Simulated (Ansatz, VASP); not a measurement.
MgO in VASP and in Ansatz

```
Mg O
1.0
     2.93802    0.00000    0.00000
    -1.46901    2.54440    0.00000
     0.00000    0.00000    2.67968
Mg O
1 1
Direct
  0.96070 0.92140 0.92536
  0.33333 0.66667 0.50000
```

Alike in both runs: task single point; functional PBEsol; k mesh 9 × 9 × 8; occupations gaussian, width 0.05 eV; no spin polarisation.

|  | VASP | Ansatz |
| --- | --- | --- |
| version | VASP 6.6.1 | Ansatz 0.2.0 |
| potentials or method | VASP PAW PBE potentials, release 64 (Mg, O) | scalar-relativistic, plane waves, PAW |
| plane-wave cutoff (eV) | 520 | 420 |
| valence electrons in the cell | 8 | 16 |

|  | VASP | Ansatz | Ansatz less VASP |
| --- | --- | --- | --- |
| gap on the k mesh at the Fermi level (eV) | 2.82 | 2.82 | +0.004 |
| least direct gap on the mesh (eV) | 3.33 | 3.33 | 0.000 |
| pressure (GPa) | 1.5 | 1.8 | +0.34 |
| largest component of the traceless stress (GPa) | 4.98 | 4.92 | -0.056 |
| rms of the force components (eV/Å) | 0.636 | 0.628 | -0.0082 |

Atom by atom the forces differ by 0.009 eV/Å (rms over components). The two sets of potentials don't hold the same shells in valence.

Caveats: the PAW data sets were made with another functional, which shifts forces and pressure a little (VASP); an odd mesh through Γ misses points on the zone boundary, where band edges often lie.
